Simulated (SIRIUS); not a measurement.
**MgSe under changes of volume**

One of the cells (20.246 Å³/atom); the others are scaled copies at fixed shape and fractional positions:

```xyz
2
Lattice="0.0000 2.7255 2.7255 2.7255 0.0000 2.7255 2.7255 2.7255 0.0000" Properties=species:S:1:pos:R:3 pbc="T T T"
Se    2.7255    2.7255    2.7255
Mg    0.0000    0.0000    0.0000
```

```yaml
Program: SIRIUS 7.12.0
Functional: LDA
Potentials_or_basis: all-electron FP-LAPW
Cutoff: 167 eV
Basis: apw+lo standard
k_mesh: 8 × 8 × 8
Occupations: fermi-dirac, width 0.05 eV
Spin: no spin polarisation
```

```csv
volume (Å³/atom),energy over the lowest point (meV/atom),gap on the mesh (eV)
19.031,?,?
19.436,0.00,1.73
19.841,0.31,1.70
20.246,3.99,1.66
20.651,10.89,1.63
21.056,20.49,1.60
21.461,32.48,1.57
```

**Question.** What does the run at 19.031 Å³/atom give?

**Answer.** Energy over the lowest point 3.33 meV/atom; gap on the mesh 1.76 eV.

Worked out: A Birch-Murnaghan fit of order 3 (a polynomial in V^(-2/3)) to the other rows has its minimum at 19.61 Å³/atom with B0 = V·E''(V) = 72 GPa and B' = 4.9. It gives 3.69 meV/atom at 19.031 Å³/atom, against the run's 3.33. A straight line through the other rows of the gap, of slope -1.63 eV per unit of ln V, extrapolates to 1.76 eV, against the run's 1.76.

Energies are extrapolated to zero smearing.

A mesh can miss the band edges. Spin-orbit coupling on Se is left out.
